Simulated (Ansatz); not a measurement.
# A defect in a wire: (4,1) C nanotube, B in place of one C, part 2 of 4

What does the defect do to the conductance?

Ansatz 0.2.0; DFT PBE, plane waves, PAW; relaxation of a wire's period (the session's first sound run).

So far. Step 2 (Relaxing the period): The cell's length comes to 6.501 Å with spin left out.

## (3) Bands of the perfect wire

This step: DFT PBE, plane waves, PAW; channels and complex bands of a perfect wire (Ansatz 0.2.0).

At the relaxed period the Bloch states of the perfect wire are found at each energy: those that move forward count the open channels, and those that decay describe how a disturbance dies away inside the wire itself. An energy step of 0.035 eV is under the 0.039 eV that the program asks for its thermal average at 300 K.

input.yaml reads:

```yaml
crystal:
  lattice:
    - [10.388, 0.0, 0.0]
    - [0.0, 10.378, 0.0]
    - [0.0, 0.0, 6.5008324045]
  atoms:
    - { symbol: C, position: [0.40933954, 0.657144128, 0.99876104] }
    - { symbol: C, position: [0.681276657, 0.499981485, 0.001232433] }
    - { symbol: C, position: [0.326738777, 0.446494002, 0.070193176] }
    - { symbol: C, position: [0.540329085, 0.67690504, 0.072662976] }
    - { symbol: C, position: [0.336642385, 0.578721075, 0.144095224] }
    - { symbol: C, position: [0.513524561, 0.319014888, 0.14162391] }
    - { symbol: C, position: [0.386946275, 0.358100108, 0.215527682] }
    - { symbol: C, position: [0.679248835, 0.47292257, 0.21305298] }
    - { symbol: C, position: [0.566235136, 0.668904861, 0.284476937] }
    - { symbol: C, position: [0.6130245, 0.358102658, 0.286957036] }
    - { symbol: C, position: [0.350197, 0.602221698, 0.35590148] }
    - { symbol: C, position: [0.663323254, 0.578729179, 0.358381523] }
    - { symbol: C, position: [0.36707619, 0.376555455, 0.427328617] }
    - { symbol: C, position: [0.459634331, 0.676901674, 0.429804984] }
    - { symbol: C, position: [0.318688599, 0.499980677, 0.501232433] }
    - { symbol: C, position: [0.590625716, 0.342818034, 0.49876104] }
    - { symbol: C, position: [0.459636172, 0.323057122, 0.572662976] }
    - { symbol: C, position: [0.67322648, 0.553468159, 0.570193176] }
    - { symbol: C, position: [0.486440695, 0.680947274, 0.64162391] }
    - { symbol: C, position: [0.663322871, 0.421241087, 0.644095224] }
    - { symbol: C, position: [0.320716421, 0.527039592, 0.71305298] }
    - { symbol: C, position: [0.613018981, 0.641862054, 0.715527682] }
    - { symbol: C, position: [0.386940756, 0.641859504, 0.786957036] }
    - { symbol: C, position: [0.433730121, 0.331057301, 0.784476937] }
    - { symbol: C, position: [0.336642002, 0.421232983, 0.858381523] }
    - { symbol: C, position: [0.649768256, 0.397740464, 0.85590148] }
    - { symbol: C, position: [0.540330926, 0.323060488, 0.929804984] }
    - { symbol: C, position: [0.632889066, 0.623406707, 0.927328617] }
kpoints:
  mp_grid: { grid: [1, 1, 13] }
scf:
  occupations: { method: fermi_dirac, width: 0.05 }
hamiltonian:
  xc: pbe
output:
  transmission:
    e_range: [-1.26, 1.26]
    de: 0.035
    kmesh: [1, 1]
    reduced_basis: true
    leads: [[0, 0]]
basis:
  ecutwfc: "350 eV"
```

On the command line:

```
> ansatz run input.yaml --threads 4 --pin off --max-ram 16384MiB --backend cpu --events-out ev --progress --plain --runs-dir out
```

Numbers of over 12 decimals in the logs are rounded to 6 here.

What it wrote:

```text
Warning: basis.ecutwfc = 350 eV is below the records' recommended 420 eV, and the density's cutoff is lower with it unless basis.ecutrho_ratio is high enough to keep the records' density cutoff: compare with a run at a higher cutoff
[...]
Crystal: 28 atoms, lattice volume = 700.833 Å³
Basis set: ecut = 350 eV, 10419 PW (Γ)
Bands: 84, of which v1, the nominal top of the filled ones, is band 56 counted from 1 (55 counted from 0)
Symmetry: 2 space group operations
[...]
k-points: 7 of 13 (time reversal used)
[...]
SCF iter   1: F=—  HF=-7009.119561 eV  |F-HF|=—  |Δ(HF+E_count)|=         —  Δρ=6.83e-3  dr2=1.99e-1  ethr=1.77e-3  ⟨swp⟩=12.4  Hψ=3811  notcnv=0  defer=88
[...]
SCF iter   6: F=-7009.106599 eV  HF=-7009.106599 eV  |F-HF|=4.12e-8  |Δ(HF+E_count)|=   3.13e-6  Δρ=3.74e-6  dr2=8.36e-8  ethr=8.93e-11  ⟨swp⟩=23.3  Hψ=4357  notcnv=0
SCF 1 converged in 6 iterations: F = -7009.106599 eV  dr2 = 8.36e-8
[...]
transmission: 12 of 12 steps passed
SCF converged after 6 iterations
Free energy (F): -7009.106599 eV
[...]
Internal energy: -7009.082376 eV  (E = F + TS)
E sigma→0 (E₀):  -7009.094487 eV
Entropy (-TS):   -0.024223 eV (-0.865 meV/atom)
Fermi energy:    -0.784973 eV
[...]
--- Band table (eV; the first three rows and the last of 7) ---
  k-point 0: bands = [... 52 lower, -3.1945, -2.0834, -1.1377, -1.1370, 0.7361, 0.7436, 0.7772, 0.7785, ... 24 higher]
  k-point 1: bands = [... 52 lower, -3.1779, -2.1068, -1.4035, -0.8671, 0.2894, 0.5131, 0.7946, 1.0413, ... 24 higher]
  k-point 2: bands = [... 52 lower, -3.0660, -2.1734, -1.6599, -0.6040, -0.1649, 0.2432, 0.5305, 1.3059, ... 24 higher]
  k-point 6: bands = [... 52 lower, -2.5263, -2.5019, -1.4682, -1.1856, -1.0634, -0.9273, 0.7321, 1.0236, ... 24 higher]
--- Transmission ---
  basis      : 793 plane waves across, 12 finite elements along
  points     : 1, standing for a mesh of 1 x 1
  filling    : by the input's occupations and mesh, since the crystals that have channels conduct as metals do. If one of these is a semiconductor, that mesh has misplaced its level
  energies   : 73 from -1.260000 to 1.260000 eV about the Fermi level, 0.035000 eV apart; the leads are filled to 0.000000 eV, and channels, transmission and decay are at 0.000000 eV
  crystal 0  : C28, at the sites [0, 0], period 6.5008 Å: whole cells are its period
    offset         : up to 0.0000 Å between an atom of the period and one for which it stands
    filled         : 18.1 meV over the level at which it is neutral
    channels       : 4.000000e0 a spin
    conductance    : 2.8748e14 S/m² at 300 K; may be off by some 0.0 % by where its bands' edges are placed, 0.0 % from the distance to neutral
```

It took 14 min on 4 threads of Arm Neoverse V1, shared host; peak memory 7.9 GiB.

This step gave:

| Item | Value |
| --- | --- |
| energy at zero smearing | -7009.0945 eV |
| channels at the energy nearest the Fermi level, one spin | 4 |
| conductance of the lead as this run defines it | 4.000 G₀ |
| band gap | 0 eV |

The open channels of the lead, one spin by energy, zero at the Fermi level:

energy (eV), open channels of the lead, one spin and a bar from the least value:
```
    -1.26       2.00 
    -1.19       2.00 
    -1.08       2.00 
    -1.01       2.00 
    -0.91       2.00 
    -0.84       2.00 
    -0.73       2.00 
    -0.67       2.00 
    -0.56       2.00 
    -0.49       4.00 ##############################
    -0.39       4.00 ##############################
    -0.32       4.00 ##############################
    -0.21       4.00 ##############################
    -0.14       4.00 ##############################
    -0.04       4.00 ##############################
     0.00       4.00 ##############################
     0.04       4.00 ##############################
     0.14       4.00 ##############################
     0.21       4.00 ##############################
     0.32       4.00 ##############################
     0.39       4.00 ##############################
     0.49       2.00 
     0.56       2.00 
     0.67       2.00 
     0.73       2.00 
     0.84       2.00 
     0.91       2.00 
     1.01       4.00 ##############################
     1.08       4.00 ##############################
     1.19       4.00 ##############################
     1.26       4.00 ##############################
```

The slowest values at each energy, most degenerate partners merged, listed up to 1.5 1/Å. The Im kz of the slowest decaying states by energy, zero at the Fermi level:

| energy (eV) | decay 1 (Å⁻¹) | decay 2 (Å⁻¹) | decay 3 (Å⁻¹) | decay 4 (Å⁻¹) |
| --- | --- | --- | --- | --- |
| -1.190 | 0.0812 | 0.159 | 0.333 | 0.423 |
| -1.015 | 0.0872 | 0.241 | 0.349 | 0.430 |
| -0.805 | 0.0805 | 0.298 | 0.365 | 0.439 |
| -0.595 | 0.0523 | 0.336 | 0.380 | 0.446 |
| -0.385 | 0.361 | 0.392 | 0.453 | 0.492 |
| -0.210 | 0.376 | 0.401 | 0.457 | 0.493 |
| 0.000 | 0.387 | 0.411 | 0.463 | 0.495 |
| 0.210 | 0.392 | 0.420 | 0.467 | 0.496 |
| 0.385 | 0.393 | 0.426 | 0.470 | 0.496 |
| 0.595 | 0.0608 | 0.390 | 0.432 | 0.473 |
| 0.805 | 0.0634 | 0.383 | 0.437 | 0.476 |
| 1.015 | 0.372 | 0.440 | 0.478 | 0.495 |
| 1.190 | 0.360 | 0.442 | 0.479 | 0.494 |

By hand: the program gives 2.8748 × 10^14 S/m² over the cell's cross-section of 107.81 Å² = 1.078 × 10^-18 m², so one cell conducts 3.099 × 10^-4 S. Divided by G0 = 2e²/h = 7.748 × 10^-5 S this is 4.00 G0, a resistance of 3.23 kΩ.

At the computed energy nearest the Fermi level there are 4 channels a spin, and the thermal average gives 4.00 G₀.

(Part 2 of 4 ends here.)

[Logs are printed without paths, hosts, clocks, repeated set-up lines and the standing remarks that a program may print on its own settings, such as how far it seeks lower states.]

[Hosts, paths, dates, database ids (printed as entryN), source tags and the programs' standing remarks are cut or masked in the printed files.]
